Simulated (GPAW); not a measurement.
Crystal: NiO.

```xyz
2
Lattice="0.0000 2.0859 2.0859 2.0859 0.0000 2.0859 2.0859 2.0859 0.0000" Properties=species:S:1:pos:R:3 pbc="T T T"
Ni    0.0000    0.0000    0.0000
O     2.0859    2.0859    2.0859
```

| Property | Result |
| --- | --- |
| Program | GPAW 26.7.0 |
| Task | relaxation of cell and atoms |
| Functional | PBEsol |
| Potentials or basis | PAW data sets generated in the run's folder for this functional |
| Cutoff | 800 eV |
| Basis | pw |
| k mesh | 9 × 9 × 9 |
| Occupations | fermi-dirac, width 0.05 eV |
| Spin | collinear spin, ferromagnetic start |
| Starting moments | [1.0, 0.0] μB |

At the start: pressure -4.5 GPa; volume 9.08 Å³/atom.

Q: How do energy, volume and symmetry change on relaxing?

A: Over 4 steps the energy falls by 3.5 meV/atom and the volume is 8.87 Å³/atom (-2.3 %); space group Fm-3m (No. 225, to 0.05 Å); moment 1.09 μB per cell.

The path:
```tsv
step	energy change (eV)	largest force (eV/Å)	pressure (GPa)	volume (Å³)
1	0.0000	0.0000	-4.49	18.15
2	-0.0028	0.0000	-3.65	18.05
3	-0.0067	0.0000	1.04	17.64
4	-0.0069	0.0000	-0.06	17.73
```

Final structure:
```
Ni O
1.0
     0.00000    2.06967    2.06967
     2.06967    0.00000    2.06967
     2.06967    2.06967    0.00000
Ni O
1 1
Direct
  0.00000 0.00000 0.00000
  0.50000 0.50000 0.50000
```

Caveat: each step starts from the last one's moments, so a moment once lost doesn't come back; the stock nickel data set gives pressures a few GPa off other programs; later steps reuse the first step's grids; a cell with one magnetic atom can't hold antiferromagnetic order, which such compounds often take.
